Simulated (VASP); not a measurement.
**GaN: equilibrium volume by level of theory**

Space group F-43m (No. 216). a = 4.507 Å, b = 4.507 Å, c = 4.507 Å, α = 90.00°, β = 90.00°, γ = 90.00°
```json
{"atom": "Ga", "site": "4a", "symmetry": "-43m", "x": "0.0000", "y": "0.0000", "z": "0.0000"}
{"atom": "N", "site": "4c", "symmetry": "-43m", "x": "0.2500", "y": "0.2500", "z": "0.2500"}
```

The cell is a database's computed one, not the measured one.

| rung | level | program and potentials | cutoff (eV) | k mesh | equilibrium volume (Å³/atom) | notes |
| --- | --- | --- | --- | --- | --- | --- |
| LDA | LDA | VASP, LDA PAW files Ga_d, N, 600 eV | 600 | 10 × 10 × 10 | 11.11 | - |
| GGA | PBE | VASP, PBE PAW files Ga_d, N, 600 eV | 600 | 10 × 10 × 10 | 11.76 | - |
| GGA + dispersion | PBE+D3(BJ) | VASP, PBE PAW files Ga_d, N, 600 eV | 600 | 10 × 10 × 10 | 11.53 | - |
| GGA | PBEsol | VASP, PBE PAW files Ga_d, N, 600 eV | 600 | 10 × 10 × 10 | 11.35 | potentials made for PBE |

Task: relaxation of cell and atoms. All rows: no spin polarisation. Meshes are those of the run's cell of 2 atoms unless a note names another. Relaxations start from the cell shown or near it and stop with a little pressure left. Runs on faulty files, with rough fits or with known faults for this quantity aren't shown. No row holds spin-orbit coupling.

By rung: LDA 11.11; GGA 11.35 to 11.76; GGA + dispersion 11.53 (Å³/atom).
